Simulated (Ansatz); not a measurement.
BN (zincblende), relaxed with r2SCAN: it is cubic, F-43m (No. 216); conventional cell a = 3.610 Å, 5.88 Å³ an atom. B has 4 N at 1.56 Å; N has 4 B at 1.56 Å. One-shot G0W0@PBE in the plane-wave code Ansatz on an 8×8×8 mesh (contour deformation, no spin-orbit coupling), from a PBE gap of 4.476 eV over the mesh points (the G0W0 gap is indirect on the mesh); the number N of bands summed and the screening cutoff rise together. Calculated for a static, non-magnetic cell.

```tsv
N	cutoff (eV)	1000/N	G0W0 gap (eV)
30	100	33.333	5.810
68	180	14.706	6.079
```

Question: Lay a straight line in 1000/N through these rows.

Answer: The slope is -0.0144 eV per unit of 1000/N and the intercept 6.291 eV.

Question: Predict the gap at N = 129 (260 eV).

Answer: 6.291 + (-0.0144) × 7.752 = 6.179 eV; the run gives 6.186 eV, +0.007 eV from the line.

Question: With that run's result added, what limit do the last two rows suggest?

Answer: Their slope is (6.186 − 6.079)/(7.752 − 14.706) = -0.0154, which meets 1/N = 0 at 6.31 eV, against 6.291 eV from the first line. The two lines nearly agree; the k mesh isn't extrapolated.
